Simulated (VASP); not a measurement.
Input of a VASP 6.6.1 run:

File INCAR:

```
SYSTEM = TaC
PREC = Accurate
ENCUT = 520
EDIFF = 1E-7
ISMEAR = 0
SIGMA = 0.1
LREAL = .FALSE.
LASPH = .TRUE.
NELM = 60
ALGO = Normal
ISIF = 2
LWAVE = .FALSE.
LCHARG = .FALSE.
GGA = PE
```

KPOINTS

```
Automatic mesh
0
G
  12 12 12
  0 0 0
```

File POSCAR:

```
TaC
1.0
    0.0000000000      2.2230000000      2.2230000000
    2.2230000000      0.0000000000      2.2230000000
    2.2230000000      2.2230000000      0.0000000000
Ta C
1 1
Direct
    0.0000000000      0.0000000000      0.0000000000
    0.5000000000      0.5000000000      0.5000000000
```

Potentials or basis: VASP PAW PBE potentials, release 64 (Ta_pv, C).

The run is started by

```sh
$ cat potpaw_PBE.64/Ta_pv/POTCAR potpaw_PBE.64/C/POTCAR > POTCAR
$ mpirun -np 1 vasp_std > vasp.out
```

Task: Predict the pressure.

Result: 7.5 GPa.

Task: Predict the band gap on the k mesh.

Result: None (metal or under the smearing width).

The run has no spin-orbit coupling, so splittings on Ta are missing.
